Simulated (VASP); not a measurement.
# MgTe (P6_3mc) in VASP: notebook

One crystal, MgTe, is run at these levels: LDA; tasks: single point, relaxation of cell and atoms.

Program: VASP 6.6.1. These are calculated values, not measurements. Logs are shortened: lines on timing, memory, paths and dates and some standing lists are left out, and cuts for length are marked.

## Step 1: The structure

The structure is hexagonal, space group P6_3mc (No. 186). The conventional cell has a = 4.510 Å, b = 4.510 Å, c = 7.338 Å, α = 90.00°, β = 90.00°, γ = 120.00°. Mg (site symmetry 3m) has 4 Te at 2.76 Å as nearest neighbours. Te (site symmetry 3m) has 4 Mg at 2.76 Å as nearest neighbours.

The cell is a database's computed one.

## Step 2: Single point, LDA

The input, INCAR:

```
SYSTEM = MgTe
PREC     = Accurate       ! precision mode
ENCUT    = 520            ! plane-wave cutoff, eV
EDIFF    = 1E-6           ! SCF threshold, eV
ISMEAR   = 0              ! smearing method
SIGMA    = 0.02           ! smearing width, eV
LREAL    = .FALSE.        ! projectors in reciprocal space
LASPH    = .TRUE.         ! aspherical terms in the spheres
NELM     = 100            ! most SCF steps
ALGO     = Fast           ! electronic algorithm
ISIF     = 2              ! what is computed and relaxed
LWAVE    = .FALSE.        ! write WAVECAR
LCHARG   = .TRUE.         ! write CHGCAR
LELF     = .TRUE.         ! ELF
LVHAR    = .TRUE.       
NBANDS   = 16             ! bands
```

The input, KPOINTS:

```
Automatic mesh
0
G
  9 9 4
  0 0 0
```

The input, POSCAR:

```
MgTe
1.0
    4.5095993818      0.0000000000      0.0000000000
   -2.2547996909      3.9054276256      0.0000000000
    0.0000000000      0.0000000000      7.3378050329
Mg Te
2 2
Direct
    0.3333333333      0.6666666667      0.9967599508
    0.6666666667      0.3333333333      0.4967599508
    0.3333333333      0.6666666667      0.3732400492
    0.6666666667      0.3333333333      0.8732400492
```

Potentials or basis: VASP PAW LDA potentials, release 64 (Mg, Te).

Started as:

```sh
$ cat potpaw_LDA.64/Mg/POTCAR potpaw_LDA.64/Te/POTCAR > POTCAR
$ mpirun -np 1 vasp_std > vasp.out
```

OUTCAR:

```text
SYSTEM = MgTe
   PREC = Accurate
   ENCUT = 520
   EDIFF = 1E-6
   ISMEAR = 0
   LREAL = .FALSE.
   LASPH = .TRUE.
   NELM = 100
   ISIF = 2

 ion  position               nearest neighbor table
   1  0.333  0.667  0.997-   4 2.76   4 2.76   4 2.76   3 2.76
   2  0.667  0.333  0.497-   3 2.76   3 2.76   3 2.76   4 2.76
   3  0.333  0.667  0.373-   2 2.76   2 2.76   2 2.76   1 2.76
   4  0.667  0.333  0.873-   1 2.76   1 2.76   1 2.76   2 2.76

  LATTYP: Found a hexagonal cell.
 ALAT       =     4.5095993818
 C/A-ratio  =     1.6271523059

  Lattice vectors:

 A1 = (   4.5095993818,   0.0000000000,   0.0000000000)
 A2 = (  -2.2547996909,   3.9054276256,   0.0000000000)
 A3 = (   0.0000000000,   0.0000000000,   7.3378050329)

Analysis of symmetry for initial positions (statically):
=====================================================================
 Subroutine PRICEL returns:
 Original cell was already a primitive cell.

 Routine SETGRP: Setting up the symmetry group for a
 hexagonal supercell.

 Subroutine GETGRP returns: Found 12 space group operations
 (whereof  6 operations were pure point group operations)
 out of a pool of 24 trial point group operations.

The static configuration has the point symmetry C_3v.
 The point group associated with its full space group is C_6v.

Analysis of symmetry for dynamics (positions and initial velocities):
=====================================================================
 Subroutine PRICEL returns:
 Original cell was already a primitive cell.

 Routine SETGRP: Setting up the symmetry group for a
 hexagonal supercell.

 Subroutine GETGRP returns: Found 12 space group operations
 (whereof  6 operations were pure point group operations)
 out of a pool of 24 trial point group operations.

The dynamic configuration has the point symmetry C_3v.
 The point group associated with its full space group is C_6v.

 Subroutine INISYM returns: Found 12 space group operations
 (whereof  6 operations are pure point group operations),
 and found     1 'primitive' translations

----------------------------------------------------------------------------------------

                                     Primitive cell

  volume of cell :     129.2328

  direct lattice vectors                    reciprocal lattice vectors
     4.509599382  0.000000000  0.000000000     0.221749188  0.128026953  0.000000000
    -2.254799691  3.905427626  0.000000000     0.000000000  0.256053906  0.000000000
     0.000000000  0.000000000  7.337805033     0.000000000  0.000000000  0.136280536

  length of vectors
     4.509599382  4.509599382  7.337805033     0.256053906  0.256053906  0.136280536

  position of ions in fractional coordinates (direct lattice)
     0.333333333  0.666666667  0.996759951
     0.666666667  0.333333333  0.496759951
     0.333333333  0.666666667  0.373240049
     0.666666667  0.333333333  0.873240049

  ion indices of the primitive-cell ions
   primitive index   ion index
                 1           1
                 2           2
                 3           3
                 4           4

----------------------------------------------------------------------------------------

 KPOINTS: Automatic mesh

Automatic generation of k-mesh.
 Grid dimensions read from file:
 generate k-points for:    9    9    4

 Generating k-lattice:

  Cartesian coordinates                     Fractional coordinates (reciprocal lattice)
     0.024638799  0.014225217  0.000000000     0.111111111 -0.000000000  0.000000000
     0.000000000  0.028450434  0.000000000     0.000000000  0.111111111  0.000000000
     0.000000000  0.000000000  0.034070134     0.000000000  0.000000000  0.250000000

  Length of vectors
     0.028450434  0.028450434  0.034070134

  Shift w.r.t. Gamma in fractional coordinates (k-lattice)
     0.000000000  0.000000000  0.000000000

 Subroutine IBZKPT returns following result:
 ===========================================

 Found     36 irreducible k-points:

 Following reciprocal coordinates:
            Coordinates               Weight
  0.000000  0.000000  0.000000      1.000000
  0.111111  0.000000  0.000000      6.000000
  0.222222  0.000000  0.000000      6.000000
  0.333333  0.000000  0.000000      6.000000
  0.444444  0.000000  0.000000      6.000000
  0.111111  0.111111  0.000000      6.000000
[... 16 lines left out ...]
  0.333333  0.222222  0.250000     24.000000
  0.333333  0.333333  0.250000      4.000000
 [... further k-points ...]
   k-points           NKPTS =     36   k-points in BZ     NKDIM =     36   number of bands    NBANDS=     16
   number of dos      NEDOS =    301   number of ions     NIONS =      4
   total plane-waves  NPLWV =  72576
   dimension x,y,z NGX =    36 NGY =   36 NGZ =   56
   dimension x,y,z NGXF=    72 NGYF=   72 NGZF=  112
   ions per type =               2   2
   NGX,Y,Z   is equivalent  to a cutoff of  13.27, 13.27, 12.69 a.u.
   NGXF,Y,Z  is equivalent  to a cutoff of  26.54, 26.54, 25.37 a.u.
 SYSTEM =  MgTe
   PREC   = accura    normal or accurate (medium, high low for compatibility)
   ISTART =      0    job   : 0-new  1-cont  2-samecut
   ICHARG =      2    charge: 1-file 2-atom 10-const
   ISPIN  =      1    spin polarized calculation?
   LNONCOLLINEAR =      F non collinear calculations
   LSORBIT =      F    spin-orbit coupling
   LASPH  =      T    aspherical Exc in radial PAW
   ENCUT  =  520.0 eV  38.22 Ry    6.18 a.u.   8.38  8.38 13.64*2*pi/ulx,y,z
   NELM   =    100;   NELMIN=  2; NELMDL= -5     # of ELM steps
   EDIFF  = 0.1E-05   stopping-criterion for ELM
   LREAL  =      F    real-space projection
   EDIFFG = 0.1E-04   stopping-criterion for IOM
   NSW    =      0    number of steps for IOM
   IBRION =     -1    ionic relax: 0-MD 1-quasi-New 2-CG
   NFREE  =      0    steps in history (QN), initial steepest desc. (CG)
   ISIF   =      2    stress and relaxation
   ISYM   =      2    0-nonsym 1-usesym 2-fastsym
   POTIM  = 0.5000    time-step for ionic-motion
   TEBEG  =    0.0;   TEEND  =   0.0 temperature during run
   PSTRESS=    0.0 pullay stress
   NELECT =      16.0000    total number of electrons
   NUPDOWN=      -1.0000    fix difference up-down
   EMIN   =  10.00;   EMAX   =-10.00  energy-range for DOS
   EFERMI =   0.00;   METHOD = LEGACY
   ISMEAR =     0;   SIGMA  =   0.02  broadening in eV -4-tet -1-fermi 0-gaus
   EFERMI_NEDOS =   21; number of points for ismear=-14 and -15
   IALGO  =     68    algorithm
   IMIX   =      4    mixing-type and parameters
     AMIX     =   0.40;   BMIX     =  1.00
     AMIX_MAG =   1.60;   BMIX_MAG =  1.00
  volume/ion in A,a.u.               =      32.31       218.03
  Fermi-wavevector in a.u.,A,eV,Ry     =   0.815938  1.541900  9.058148  0.665755
  Thomas-Fermi vector in A             =   1.926116
   LORBIT       =      0    0 simple, 1 ext, 2 COOP (PROOUT), +10 PAW based schemes
   GGA     = CA    functional components
   LHFCALC =     F    Hartree Fock is set to
   AEXX    =    0.0000 exact exchange contribution
   IVDW    =     0    specifies the selected vdW correction
   LEPSILON=     F    determine dielectric tensor
   LRPA    =     F    only Hartree local field effects (RPA)
 non-spin polarized calculation
 RMM-DIIS sequential band-by-band and
 Gauss-broadening in eV      SIGMA  =   0.02
  energy-cutoff  :      520.00
  volume of cell :      129.23
 maximum number of plane-waves:      3544
 NGX is ok and might be reduce to    36
   NGX = 17   NGY = 17   NGZ = 27

 number of electron      16.0000000 magnetization

 Free energy of the ion-electron system (eV)
  ---------------------------------------------------
  ext. energy  EPLUGINS =         0.00000000
  ---------------------------------------------------
  free energy    TOTEN  =       -14.61966309 eV

  energy without entropy =      -14.61966309  energy(sigma->0) =      -14.61966309

 E-fermi :   2.1762     XC(G=0):  -8.2942

 val. band max:        2.0589044835   @ k =   0.0000   0.0000   0.0000
 cond. band min:       4.5081113253   @ k =   0.0000   0.0000   0.0000
 fundamental gap:      2.4492068419
 Fermi energy:         2.1762138126

 k-point     1 :       0.0000    0.0000    0.0000
  band No.  band energies     occupation
      1      -8.3665      2.00000
      2      -7.7048      2.00000
      3      -1.3847      2.00000
      4       1.5384      2.00000
      5       1.5384      2.00000
      6       2.0495      2.00000
[... 8 lines left out ...]
     15       8.3015      0.00000
     16       9.2750      0.00000

 k-point     2 :       0.1111    0.0000    0.0000
  band No.  band energies     occupation
      1      -8.3091      2.00000
      2      -7.6724      2.00000
      3      -1.3016      2.00000
      4       1.0575      2.00000
      5       1.4140      2.00000
      6       1.5112      2.00000
[... 8 lines left out ...]
     15       8.5922      0.00000
     16       8.5995      0.00000

 k-point     3 :       0.2222    0.0000    0.0000
  band No.  band energies     occupation
      1      -8.1509      2.00000
      2      -7.5927      2.00000
      3      -1.0750      2.00000
      4       0.1871      2.00000
      5       0.6076      2.00000
      6       1.1525      2.00000
[... 8 lines left out ...]
     15       8.6849      0.00000
     16       9.0567      0.00000

 k-point     4 :       0.3333    0.0000    0.0000
  band No.  band energies     occupation
      1      -7.9371      2.00000
      2      -7.5148      2.00000
      3      -0.9089      2.00000
      4      -0.3945      2.00000
      5      -0.1252      2.00000
      6       0.9088      2.00000
[... 8 lines left out ...]
     15       9.0424      0.00000
     16      10.0068      0.00000

 k-point     5 :       0.4444    0.0000    0.0000
  band No.  band energies     occupation
      1      -7.7563      2.00000
      2      -7.4913      2.00000
      3      -1.1509      2.00000
      4      -0.6452      2.00000
      5      -0.1017      2.00000
      6       0.7696      2.00000
[... 8 lines left out ...]
     15       9.2473      0.00000
     16      10.3530      0.00000

 k-point     6 :       0.1111    0.1111    0.0000
  band No.  band energies     occupation
      1      -8.2011      2.00000
      2      -7.6162      2.00000
      3      -1.1451      2.00000
      4       0.5085      2.00000
      5       0.7318      2.00000
      6       1.2825      2.00000
[... 8 lines left out ...]
     15       8.3836      0.00000
     16       8.6886      0.00000
[... 267 lines left out ...]
 k-point    21 :       0.4444    0.1111    0.2500
  band No.  band energies     occupation
      1      -7.6683      2.00000
      2      -7.5222      2.00000
      3      -1.2472      2.00000
      4      -0.9328      2.00000
      5       0.3109      2.00000
      6       0.7253      2.00000
[... 8 lines left out ...]
     15       9.8968      0.00000
     16      10.7398      0.00000

 k-point    22 :       0.2222    0.2222    0.2500
  band No.  band energies     occupation
      1      -7.7804      2.00000
      2      -7.5415      2.00000
      3      -0.9547      2.00000
      4      -0.6549      2.00000
      5       0.3621      2.00000
      6       0.3903      2.00000
[... 8 lines left out ...]
     15       8.6136      0.00000
     16       9.6261      0.00000

 k-point    23 :       0.3333    0.2222    0.2500
  band No.  band energies     occupation
      1      -7.6379      2.00000
      2      -7.5171      2.00000
      3      -1.0464      2.00000
      4      -0.8491      2.00000
      5      -0.0318      2.00000
      6       0.6002      2.00000
[... 8 lines left out ...]
     15       9.5783      0.00000
     16       9.8144      0.00000

 k-point    24 :       0.3333    0.3333    0.2500
  band No.  band energies     occupation
      1      -7.5482      2.00000
      2      -7.5482      2.00000
      3      -0.8816      2.00000
      4      -0.8816      2.00000
      5      -0.3532      2.00000
      6       0.3795      2.00000
[... 8 lines left out ...]
     15       9.6970      0.00000
     16       9.9637      0.00000

 [... further k-points ...]

------------------------ aborting loop because EDIFF is reached ----------------------------------------

  FORCE on cell =-STRESS in cart. coord.  units (eV):
  Direction    XX          YY          ZZ          XY          YZ          ZX
  --------------------------------------------------------------------------------------
  -------------------------------------------------------------------------------------
  Total       -0.0362936     -0.0362936     -0.0404390      0.0000000      0.0000000      0.0000000
  in kB       -0.4499536     -0.4499536     -0.5013471      0.0000000      0.0000000      0.0000000
  external PRESSURE =      -0.4670847 kB  Pullay stress =       0.0000000 kB

 VOLUME and BASIS-vectors are now :
 -----------------------------------------------------------------------------
  energy-cutoff  :      520.00
  volume of cell :      129.23
      direct lattice vectors                 reciprocal lattice vectors
     4.509599382  0.000000000  0.000000000     0.221749188  0.128026953  0.000000000
    -2.254799691  3.905427626  0.000000000     0.000000000  0.256053906  0.000000000
     0.000000000  0.000000000  7.337805033     0.000000000  0.000000000  0.136280536

 POSITION                                       TOTAL-FORCE (eV/Angst)
 -----------------------------------------------------------------------------------
     -0.00000      2.60362      7.31403        -0.000000      0.000000     -0.000373
      2.25480      1.30181      3.64513         0.000000     -0.000000     -0.000373
     -0.00000      2.60362      2.73876        -0.000000      0.000000      0.000373
      2.25480      1.30181      6.40767         0.000000     -0.000000      0.000373
 -----------------------------------------------------------------------------------
    total drift:                               -0.000000     -0.000000     -0.000191

  FREE ENERGIE OF THE ION-ELECTRON SYSTEM (eV)
  ---------------------------------------------------
  free  energy   TOTEN  =       -14.6196630885 eV

  energy  without entropy=      -14.6196630885  energy(sigma->0) =      -14.61966309
```

Wall time 57 s (1 thread of Intel Xeon Platinum 8375C at 2.90GHz (Ice Lake), shared host); peak memory 0.25 GiB.

Results:

| Quantity | Value |
| --- | --- |
| Free energy | -14.6197 eV |
| Pressure | 0.0 GPa |
| Band gap on the k mesh | 2.45 eV, direct |

Caveat: spin-orbit coupling is left out, which moves the levels of the heavy elements.

## Step 3: Relaxation of cell and atoms, LDA

This run uses another cell than the first one, of 33.93 Å³/atom, 1.050 times its volume.

The input, INCAR:

```
SYSTEM = MgTe
  PREC = Accurate
  ENCUT = 600
  EDIFF = 1E-6
  ISMEAR = 0
  SIGMA = 0.02
  LREAL = .False.
  LASPH = .True.
  NELM = 100
  ALGO = Fast
  ISIF = 3
  LWAVE = .False.
  LCHARG = .False.
  GGA = CA
  IBRION = 2
  NSW = 100
  EDIFFG = -0.002
```

The input, KPOINTS:

```
regular mesh
0
Gamma
  9 9 4
  0 0 0
```

The input, POSCAR:

```
MgTe
1.0
    4.5902025400      0.0000000000      0.0000000000
   -2.2951012700      3.9752320100      0.0000000000
    0.0000000000      0.0000000000      7.4378057100
Mg Te
2 2
Direct
    0.3333333300      0.6666666700      0.9959911700
    0.6666666700      0.3333333300      0.4959911700
    0.3333333300      0.6666666700      0.3740088300
    0.6666666700      0.3333333300      0.8740088300
```

Potentials or basis: VASP PAW LDA potentials, release 64 (Mg, Te).

Started as:

```sh
$ cat potpaw_LDA.64/Mg/POTCAR potpaw_LDA.64/Te/POTCAR > POTCAR
$ mpirun -np 1 vasp_std > vasp.out
```

It took 5.1 min on 1 thread of Intel Xeon Platinum 8375C at 2.90GHz (Ice Lake), shared host; peak memory 0.29 GiB.

It converged, with:

* Free energy: -14.6200 eV
* Relaxed volume: 32.27 Å³/atom
* Relaxed cell: a = 4.508 Å, b = 4.508 Å, c = 7.334 Å, α = 90.00°, β = 90.00°, γ = 120.00°
* Space group after relaxing (to 0.05 Å): P6_3mc (No. 186)
* Energy gained by relaxing: 9.6 meV/atom
* Ionic steps: 15
* Pressure after relaxing: 0.0 GPa
* Band gap on the k mesh: 2.46 eV, direct

Step by step:
```csv
step,energy change (eV),largest force (eV/Å),pressure (GPa),volume (Å³)
1,0.0000,0.0202,-1.73,135.72
2,-0.0382,0.0143,0.09,128.65
3,-0.0384,0.0145,0.05,128.93
4,-0.0384,0.0147,0.00,129.11
5,-0.0384,0.0102,-0.01,129.11
6,-0.0385,0.0022,-0.01,129.11
7,-0.0385,0.0011,0.00,129.09
8,-0.0385,0.0048,0.01,129.05
9,-0.0385,0.0035,0.00,129.08
10,-0.0386,0.0027,0.00,129.10
11,-0.0386,0.0025,0.00,129.11
12,-0.0386,0.0018,0.00,129.12
13,-0.0385,0.0008,-0.02,129.14
14,-0.0385,0.0021,-0.01,129.12
15,-0.0386,0.0013,0.01,129.07
```

Final structure:
```cif
data_structure
_symmetry_space_group_name_H-M 'P 1'
_symmetry_Int_Tables_number 1
_cell_length_a 4.5080
_cell_length_b 4.5080
_cell_length_c 7.3337
_cell_angle_alpha 90.000
_cell_angle_beta 90.000
_cell_angle_gamma 120.000
_cell_volume 129.07
loop_
_atom_site_label
_atom_site_type_symbol
_atom_site_fract_x
_atom_site_fract_y
_atom_site_fract_z
_atom_site_occupancy
Mg1 Mg 0.33333 0.66667 0.99675 1
Mg2 Mg 0.66667 0.33333 0.49675 1
Te1 Te 0.33333 0.66667 0.37325 1
Te2 Te 0.66667 0.33333 0.87325 1
```

Levels at points of the mesh, in eV from the valence-band top:
```tsv
k point	band 5	band 6	band 7	band 8	band 9	band 10	band 11	band 12
(0.00, 0.00, 0.00)	-0.52	-0.01	-0.01	0.00	2.46	2.92	5.24	5.24
(0.00, 0.00, 0.50)	-0.28	-0.28	-0.28	-0.28	3.44	3.44	5.49	5.49
```

Caveat: spin-orbit coupling is left out, which moves the levels of the heavy elements. LDA gaps usually lie below the measured ones, often by a third to a half.

[end of part 1 of 2]
